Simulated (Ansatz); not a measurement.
Runs of Ansatz 0.2.0 on ZnSe (Stilleite). It takes space group F-43m (No. 216, cubic). Conventional cell: a = 5.668 Å, b = 5.668 Å, c = 5.668 Å, α = 90.00°, β = 90.00°, γ = 90.00°. Around Se (site symmetry -43m) lie 4 Zn at 2.45 Å. Zn (site symmetry -43m) has 4 Se at 2.45 Å as nearest neighbours. 

```tsv
task	level	potentials or basis	spin	cell	k mesh	cutoff (eV)	smearing	basis error allowed	gap on the mesh (eV)	pressure (GPa)
single point	LDA	all-electron LAPW, scalar-relativistic	off	as given	8 × 8 × 8	311	gaussian 0.1 eV	0.001 eV/atom	1.03	-3.4
band structure	PBEsol	all-electron LAPW, relativistic spinors	SOC, no magnetisation	as given	6 × 6 × 6	311	fermi-dirac 0.05 eV	0.001 eV/atom	1.04	(a)
relaxation of cell and atoms	BLYP	all-electron LAPW, scalar-relativistic	off	relaxed	8 × 8 × 8	-	fermi-dirac 0.05 eV	0.001 eV/atom	0.86	0.0
Born charges and dielectric tensor	LDA	all-electron PAW datasets made for the crystal	off	as given	8 × 8 × 8	250	fixed	-	1.03	-
```

Task: Fill in the values left out.

Result: (a) -1.1.

Caveats: the program warned that the printed levels may be off, so bands, gaps and densities of states are rough (some runs).

A k mesh can miss the band edges, and rows without SOC leave out spin-orbit coupling on Se.

The runs don't all hold the same shells in valence.

Runs at the PBE level aren't shown here.
